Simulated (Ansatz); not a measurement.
# TiO2 (I4/m) in Ansatz: further runs, part 2 of 2

Ansatz 0.2.0. The steps go on from the part before.

## 4. Relaxation of cell and atoms, PBE, target pressure 20 GPa, at which the enthalpy is minimised

File input.yaml:

```yaml
crystal:
  lattice:
    - [-4.3507577183, 4.3507577183, 1.8875555959]
    - [4.3507577183, -4.3507577183, 1.8875555959]
    - [4.3507577183, 4.3507577183, -1.8875555959]
  atoms:
    - { symbol: Ti, position: [0.292281705, 0.997144755, 0.28942646] }
    - { symbol: Ti, position: [0.002855245, 0.292281705, 0.29513695] }
    - { symbol: Ti, position: [0.997144755, 0.707718295, 0.70486305] }
    - { symbol: Ti, position: [0.707718295, 0.002855245, 0.71057354] }
    - { symbol: O, position: [0.498863825, 0.849215285, 0.34807911] }
    - { symbol: O, position: [0.16166202, 0.1596026, 0.32126462] }
    - { symbol: O, position: [0.150784715, 0.498863825, 0.64964854] }
    - { symbol: O, position: [0.1596026, 0.83833798, 0.99794058] }
    - { symbol: O, position: [0.8403974, 0.16166202, 0.00205942] }
    - { symbol: O, position: [0.849215285, 0.501136175, 0.35035146] }
    - { symbol: O, position: [0.83833798, 0.8403974, 0.67873538] }
    - { symbol: O, position: [0.501136175, 0.150784715, 0.65192089] }
hamiltonian:
  xc: pbe
  pseudopotentials: { kind: paw }
kpoints:
  mp_grid: { grid: [6, 6, 6] }
scf:
  occupations: { method: fermi_dirac, width: 0.05 }
output:
  forces: true
  stress: true
  eigenvalues: true
  write_density: true
  write_potential: true
  elf: true
  volumetric_format: npy
relax:
  f_tol: 0.01
  max_steps: 40
  cell: { stress_tol: 0.05, p_target: 20.0 }
```

Potentials or basis: Ansatz PAW.

Run with:

```sh
ansatz run input.yaml --threads 4 --pin off --max-ram 11264MiB --backend cpu --events-out ev --progress --plain --runs-dir out
```

The program printed:

```text
Warning: RAYON_NUM_THREADS=4 ignored (pool sized by the plan → 4); use --threads N
Engine: ansatz 0.2.0, aarch64-unknown-linux-gnu
Pseudopotentials: kind: paw
Pseudopotential: Ti, paw, valence charge 12, recommended cutoff 420 eV (normal), Ti.paw.azcp
Pseudopotential: O, paw, valence charge 6, recommended cutoff 420 eV (normal), O.paw.azcp
Functional definition: PBE
  parameter kappa = 0.804
  parameter beta = 0.06672455060314922
  exchange = pbe_x(kappa = kappa, mu = beta*pi^2/3)
  correlation = pbe_c(beta = beta)
Crystal: 12 atoms, lattice volume = 142.919 Å³
Basis set: ecut = 420 eV, 2795 PW (Γ), exchange–correlation on 90×90×90 points (8 copies of the dense FFT grid, shifted against one another)
Bands: 60, of which v1, the nominal top of the filled ones, is band 48 counted from 1 (47 counted from 0)
Symmetry: 8 space group operations
Space group: I4/m (ITA 87), of the structure as read, at distance tolerance 5.2e-5 Å
k-points: 36 of 216
Non-local potential: Ti, projectors of the file, l = 0: 3, l = 1: 2, l = 2: 3, l = 3: 1
Non-local potential: O, projectors of the file, l = 0: 2, l = 1: 2, l = 2: 1
PAW form: soft (Blöchl's): semilocal exchange-correlation on the pseudo side does not see the compensation charge
PAW one-centre angular grid: Ti, 590 points (default); XC on 64 Gauss nodes
PAW one-centre angular grid: O, 110 points (default); XC on 64 Gauss nodes
Initial density: superposition of atomic densities (neutral atoms: chi_scale 0, normalization atom), corrected by the library's trained network
Initial wavefunctions: pseudopotential atomic-orbital guess
Functional: x = pbe(κ = 0.804, μ = 0.2195149727645171), c = pbe(β = 0.06672455060314922)
SCF iter   1: F=—  HF=-14554.584366 eV  |F-HF|=—  |Δ(HF+E_count)|=         —  Δρ=5.32e-3  dr2=4.47e-2  ethr=1.77e-3  ⟨swp⟩=5.0  Hψ=8238  notcnv=0  defer=4
preconditioner: auto → Resta (q_TF=auto, 2.553 Å⁻¹)  ε∞=7.5  [insulator: Δε(μ)=1.580 eV  Ē_g=9.738 eV  σ=0.050 eV  W_gap=1.00  n_scr=44 (ndim 8)  ℏωp=24.8 eV  f_vac=0.124  D(μ)=0.00/eV (n_scr^D=0)  ε∞_Penn≈7.5]
SCF iter   2: F=—  HF=-14554.579856 eV  |F-HF|=—  |Δ(HF+E_count)|=   4.51e-3  Δρ=3.27e-3  dr2=1.18e-2  ethr=4.66e-5  ⟨swp⟩=2.2  Hψ=3555  notcnv=0  defer=193
SCF iter   3: F=—  HF=-14554.578336 eV  |F-HF|=—  |Δ(HF+E_count)|=   1.52e-3  Δρ=1.39e-3  dr2=3.42e-3  ethr=1.23e-5  ⟨swp⟩=2.0  Hψ=3070  notcnv=0  defer=193
SCF iter   4: F=—  HF=-14554.578148 eV  |F-HF|=—  |Δ(HF+E_count)|=   1.87e-4  Δρ=5.54e-4  dr2=6.69e-4  ethr=3.56e-6  ⟨swp⟩=2.0  Hψ=2782  notcnv=0  defer=193
SCF iter   5: F=—  HF=-14554.578110 eV  |F-HF|=—  |Δ(HF+E_count)|=   3.83e-5  Δρ=1.94e-4  dr2=1.40e-4  ethr=6.96e-7  ⟨swp⟩=2.0  Hψ=2879  notcnv=0  defer=193
SCF iter   6: F=—  HF=-14554.578134 eV  |F-HF|=—  |Δ(HF+E_count)|=   2.39e-5  Δρ=7.73e-5  dr2=1.87e-5  ethr=1.46e-7  ⟨swp⟩=2.0  Hψ=2825  notcnv=0  defer=193
SCF iter   7: F=—  HF=-14554.578225 eV  |F-HF|=—  |Δ(HF+E_count)|=   9.15e-5  Δρ=3.00e-5  dr2=2.49e-6  ethr=1.95e-8  ⟨swp⟩=2.5  Hψ=3600  notcnv=0  defer=193
SCF iter   8: F=—  HF=-14554.578228 eV  |F-HF|=—  |Δ(HF+E_count)|=   2.62e-6  Δρ=8.50e-6  dr2=1.67e-7  ethr=2.59e-9  ⟨swp⟩=2.0  Hψ=2805  notcnv=0  defer=193
[... 205 lines left out ...]
  E_kinetic    = 2516.091593
  E_local      = -7772.689007  (includes V_loc(G=0)·N_el)
  E_nonlocal   = 397.336389
  E_hartree    = 3099.941968
  E_xc         = -989.350622
  E_vxc        = -1253.249886  (∫ρ·V_xc dr)
  E_paw        = -5449.555284  (= ΣΔE_a)
  E_vpaw       = -959.431468  (= ΣTr[D̂ρ^β])
  E_aug_tail   = 0.020334  (compensation charges beyond the density's cutoff)
  E_ewald      = -6355.640248
  E_smearing   = -0.000000  (= −TS)
  E_closure    = -0.000000  (closes the sum)
  Σ components = -14553.844876   (vs F -14553.844876, Δ=0.00e0)
--- Forces (eV/Å), atoms counted from 1 ---
  atom   1  Ti     0.00229657     0.00196716     0.00000000
  atom   2  Ti     0.00196716    -0.00229657     0.00000000
  atom   3  Ti    -0.00196716     0.00229657    -0.00000000
  atom   4  Ti    -0.00229657    -0.00196716    -0.00000000
  atom   5  O     -0.00207274     0.00052452    -0.00000000
  atom   6  O     -0.00395109     0.00261953     0.00000000
  atom   7  O      0.00052452     0.00207274    -0.00000000
  atom   8  O     -0.00261953    -0.00395109     0.00000000
  atom   9  O      0.00261953     0.00395109     0.00000000
  atom  10  O     -0.00052452    -0.00207274    -0.00000000
  atom  11  O      0.00395109    -0.00261953     0.00000000
  atom  12  O      0.00207274    -0.00052452    -0.00000000
  max |Σ_I F_I| component: 1.65e-17 eV/Å
--- Stress (GPa, compression-positive) ---
       19.982157      -0.000000       0.000000
        0.000000      19.982157       0.000000
        0.000000      -0.000000      20.023740
  P = ⅓ Tr σ = 19.9960 GPa (199.960 kbar)
--- Band table (eV; the first three rows and the last of 36) ---
  k-point 0: bands = ["-48.2182", "-48.1892", "-48.1892", "-48.1655", "-24.7630", "-24.7579", "-24.7119", "-24.7119", "-24.5527", "-24.4841", "-24.4841", "-24.4765", "-24.4536", "-24.4536", "-24.4293", "-24.4208", "-10.3854", "-9.3925", "-9.3925", "-9.1504", "-8.4692", "-8.4279", "-8.1334", "-8.1334", "2.7577", "3.1973", "3.2970", "3.7610", "3.7610", "3.9686", "4.4832", "4.6953", "4.8199", "4.8199", "4.8335", "4.8335", "5.6867", "5.6867", "5.7395", "6.1305", "6.3701", "6.3701", "6.4356", "6.4437", "6.7156", "6.8503", "6.8503", "7.0693", "9.8099", "11.0761", "11.0761", "11.3656", "11.5951", "11.5951", "11.7798", "12.5289", "12.8937", "12.9280", "12.9482", "12.9482"]
  k-point 1: bands = ["-48.2176", "-48.1898", "-48.1886", "-48.1661", "-24.7606", "-24.7474", "-24.7099", "-24.6956", "-24.5540", "-24.4869", "-24.4853", "-24.4827", "-24.4711", "-24.4530", "-24.4348", "-24.4196", "-10.3547", "-9.3993", "-9.3736", "-9.1533", "-8.4958", "-8.4406", "-8.1476", "-8.1262", "2.7952", "3.1995", "3.2450", "3.7021", "3.9425", "4.0010", "4.3724", "4.4936", "4.7837", "4.8453", "4.9033", "5.1522", "5.5850", "5.6276", "5.6571", "6.1912", "6.2261", "6.4237", "6.4624", "6.5095", "6.6866", "6.7306", "6.8637", "7.1459", "9.8985", "11.0224", "11.1210", "11.1915", "11.5906", "11.7291", "11.8383", "12.6467", "12.7998", "12.8778", "12.9756", "12.9975"]
  k-point 2: bands = ["-48.2162", "-48.1912", "-48.1872", "-48.1675", "-24.7594", "-24.7305", "-24.6886", "-24.6547", "-24.5566", "-24.5203", "-24.5157", "-24.4875", "-24.4801", "-24.4515", "-24.4424", "-24.4173", "-10.2887", "-9.4156", "-9.3338", "-9.1598", "-8.5702", "-8.4419", "-8.1778", "-8.1166", "2.8714", "3.2038", "3.2395", "3.6144", "4.0085", "4.1500", "4.3024", "4.3900", "4.7153", "4.9136", "5.0037", "5.3717", "5.3999", "5.5771", "5.6165", "5.9617", "6.2768", "6.4416", "6.4957", "6.5122", "6.6220", "6.7769", "6.8757", "7.1465", "10.1346", "10.8510", "11.0208", "11.2411", "11.6058", "11.6667", "12.1688", "12.6630", "12.8320", "12.8421", "12.9977", "13.0213"]
  k-point 35: bands = ["-48.2126", "-48.1894", "-48.1894", "-48.1709", "-24.6946", "-24.6471", "-24.6471", "-24.6314", "-24.5630", "-24.5573", "-24.5361", "-24.5293", "-24.5293", "-24.4834", "-24.4834", "-24.4116", "-10.1240", "-9.3356", "-9.3356", "-9.1791", "-8.5769", "-8.5769", "-8.3209", "-8.0906", "3.0790", "3.2152", "3.3403", "3.5772", "3.5772", "4.3373", "4.4451", "4.7887", "4.7887", "5.0638", "5.0777", "5.1655", "5.1655", "5.6066", "5.6413", "5.6413", "5.8991", "6.1345", "6.5484", "6.5484", "6.6105", "6.6105", "6.7699", "7.8290", "10.9225", "10.9225", "11.0528", "11.0996", "11.2121", "12.0528", "12.0528", "12.2569", "12.8140", "12.8140", "12.9298", "13.1566"]
--- Relaxed structure (14 steps of the walk, 12 accepted, 2 SCFs on fresh bases) ---
  F+E_penalty+E_count = -14553.84487625 eV   max|allowed force component| = 3.951e-3 eV/Å   (the final SCF, on the basis selected at the relaxed cell)
  cell:  # Å, volume = 132.5055 Å³
    - [-4.229845589112009, 4.229845589112009, 1.8515052905466374]
    - [4.229845589112009, -4.229845589112009, 1.8515052905466374]
    - [4.229845589112009, 4.229845589112009, -1.8515052905466374]
  atoms:
    - { symbol: Ti, position: [0.2941112353292794, 0.9790984446500501, 0.27320967997932954] }
    - { symbol: Ti, position: [0.020901555349949908, 0.29411123532927935, 0.31501279067922927] }
    - { symbol: Ti, position: [0.9790984446500501, 0.7058887646707208, 0.684987209320771] }
    - { symbol: Ti, position: [0.7058887646707206, 0.02090155534994992, 0.7267903200206703] }
    - { symbol: O, position: [0.5013086331942342, 0.8470828548973786, 0.3483914880916129] }
    - { symbol: O, position: [0.17126720115862237, 0.15378839529972008, 0.3250555964583425] }
    - { symbol: O, position: [0.15291714510262142, 0.5013086331942344, 0.6542257782968558] }
    - { symbol: O, position: [0.15378839529972008, 0.8287327988413774, 0.9825211941410973] }
    - { symbol: O, position: [0.8462116047002797, 0.17126720115862243, 0.01747880585890227] }
    - { symbol: O, position: [0.8470828548973786, 0.4986913668057656, 0.3457742217031443] }
    - { symbol: O, position: [0.8287327988413774, 0.8462116047002797, 0.6749444035416573] }
    - { symbol: O, position: [0.4986913668057656, 0.15291714510262142, 0.651608511908387] }
```

Run time: 1.8 min. Hardware: 4 threads of Arm Neoverse V1, shared host; peak memory 0.7 GiB.

What came out:

```
Free energy                                            : -14553.8449 eV
Relaxed volume                                         : 11.04 Å³/atom
Relaxed cell                                           : a = 6.262 Å, b = 6.262 Å, c = 6.262 Å, α = 95.02°, β = 95.02°, γ = 145.60°
Space group after relaxing (to 0.05 Å)                 : I4/m (No. 87)
Energy change on relaxing (the enthalpy is what falls) : +61.1 meV/atom
Ionic steps                                            : 14
Pressure after relaxing                                : 20.0 GPa
Largest force after relaxing                           : 0.005 eV/Å
Band gap on the k mesh                                 : 1.98 eV, indirect (least direct gap 2.74 eV)
```

Forces in eV/Å, atoms in the order of the input:
```
Ti   0.002  0.002  0.000
Ti   0.002 -0.002  0.000
Ti  -0.002  0.002  0.000
Ti  -0.002 -0.002  0.000
O   -0.002  0.001  0.000
O   -0.004  0.003  0.000
O    0.001  0.002  0.000
O   -0.003 -0.004  0.000
O    0.003  0.004  0.000
O   -0.001 -0.002  0.000
O    0.004 -0.003  0.000
O    0.002 -0.001  0.000
```

Step by step:
```tsv
step	energy change (eV)	largest force (eV/Å)	volume (Å³)
1	0.0000	0.1924	142.92
2	0.5600	0.2356	133.84
3	0.6589	0.0238	132.95
4	0.6509	0.0140	133.02
5	0.6526	0.0189	133.00
6	0.6613	0.0250	132.89
7	0.6552	0.0299	132.94
8	0.6691	0.0280	132.81
9	0.6767	0.0199	132.73
10	0.6803	0.0146	132.70
11	0.6769	0.0005	132.73
12	0.7055	0.0008	132.73
13	0.7323	0.0047	132.51
14	0.7334	0.0047	132.51
```

Final structure:
```cif
data_structure
_symmetry_space_group_name_H-M 'P 1'
_symmetry_Int_Tables_number 1
_cell_length_a 6.2619
_cell_length_b 6.2619
_cell_length_c 6.2619
_cell_angle_alpha 95.016
_cell_angle_beta 95.016
_cell_angle_gamma 145.604
_cell_volume 132.51
loop_
_atom_site_label
_atom_site_type_symbol
_atom_site_fract_x
_atom_site_fract_y
_atom_site_fract_z
_atom_site_occupancy
Ti1 Ti 0.29411 0.97910 0.27321 1
Ti2 Ti 0.02090 0.29411 0.31501 1
Ti3 Ti 0.97910 0.70589 0.68499 1
Ti4 Ti 0.70589 0.02090 0.72679 1
O1 O 0.50131 0.84708 0.34839 1
O2 O 0.17127 0.15379 0.32506 1
O3 O 0.15292 0.50131 0.65423 1
O4 O 0.15379 0.82873 0.98252 1
O5 O 0.84621 0.17127 0.01748 1
O6 O 0.84708 0.49869 0.34577 1
O7 O 0.82873 0.84621 0.67494 1
O8 O 0.49869 0.15292 0.65161 1
```

Levels at points of the mesh, in eV from the valence-band top:
| k point | band 45 | band 46 | band 47 | band 48 | band 49 | band 50 | band 51 | band 52 |
| --- | --- | --- | --- | --- | --- | --- | --- | --- |
| (0.00, 0.00, 0.00) | -1.11 | -0.98 | -0.98 | -0.76 | 1.98 | 3.25 | 3.25 | 3.54 |
| (0.00, 0.00, -0.50) | -1.16 | -0.98 | -0.97 | -0.72 | 2.52 | 2.84 | 3.13 | 3.52 |
| (0.00, -0.50, 0.00) | -0.87 | -0.76 | -0.73 | -0.39 | 3.20 | 3.57 | 3.57 | 3.74 |
| (-0.50, -0.50, -0.50) | -1.22 | -1.22 | -1.06 | 0.00 | 3.09 | 3.09 | 3.22 | 3.27 |

Caveat: the plane-wave basis is chosen anew once the cell has moved, so the energies of steps on either side of that aren't comparable; the pressure holds a Pulay correction of +0.7 GPa for the finite cutoff. A k mesh can miss the band edges.

## 5. Overview

| task | level | cell | k mesh | target pressure (GPa) | gap on the mesh (eV) | pressure (GPa) |
| --- | --- | --- | --- | --- | --- | --- |
| single point | PBE | strained by -1 % | 6 × 6 × 6 | - | 1.64 | 5.3 |
| relaxation of cell and atoms | revPBE+D3(BJ) | relaxed | 8 × 8 × 8 | - | 1.99 | 0.0 |
| relaxation of cell and atoms | PBE | relaxed to 20 GPa | 6 × 6 × 6 | 20 | 1.98 | 20.0 |

Alike in all rows: potentials or basis Ansatz PAW; no spin polarisation; cutoff (eV) 420; smearing fermi-dirac 0.05 eV.

Caveats: the plane-wave basis is chosen anew once the cell has moved, so the energies of steps on either side of that aren't comparable (some runs); the PAW data sets come from PBE, with cores solved anew for the run's functional, which leaves a small shift of forces and pressure (some runs).

Absolute energies hang on the potentials; compare differences alone.
